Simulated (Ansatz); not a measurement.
Ti:

```
CELL_PARAMETERS angstrom
-1.64100 1.64100 1.64100
1.64100 -1.64100 1.64100
1.64100 1.64100 -1.64100
ATOMIC_POSITIONS crystal
Ti 0.00000 0.00000 0.00000
```

This isn't the form of Ti at room conditions, which is hcp.

| Quantity | Value |
| --- | --- |
| Program | Ansatz 0.2.0 |
| Task | relaxation of cell and atoms |
| Functional | revPBE |
| Dispersion | D3(BJ) |
| Potentials or basis | Ansatz PAW |
| Cutoff | 420 eV (not typed: the program's choice for these potentials) |
| k mesh | 11 × 11 × 11 |
| Occupations | fermi-dirac, width 0.05 eV |
| Spin | no spin polarisation |

At the start: volume 17.68 Å³/atom.

Task: Where does the relaxation end?

Result: It ends after 5 steps and the volume is 15.82 Å³/atom (-10.5 %); space group Im-3m (No. 229, to 0.05 Å).

Step by step:
| step | energy change (eV) | largest force (eV/Å) | volume (Å³) |
| --- | --- | --- | --- |
| 1 | 0.0000 | 0.0000 | 17.68 |
| 2 | -0.0589 | 0.0000 | 15.21 |
| 3 | -0.0676 | 0.0000 | 15.91 |
| 4 | -0.0678 | 0.0000 | 15.82 |
| 5 | -0.0672 | 0.0000 | 15.82 |

Final structure:
```
Ti
1.0
    -1.58154    1.58154    1.58154
     1.58154   -1.58154    1.58154
     1.58154    1.58154   -1.58154
Ti
1
Cartesian
  0.0000 0.0000 0.0000
```

Caveat: the plane-wave basis is chosen anew once the cell has moved, so the energies of steps on either side of that aren't comparable; the volume moved by -10 % from the deposited cell, more than functionals usually miss; the PAW data sets come from PBE, with cores solved anew for the run's functional, which leaves a small shift of forces and pressure.
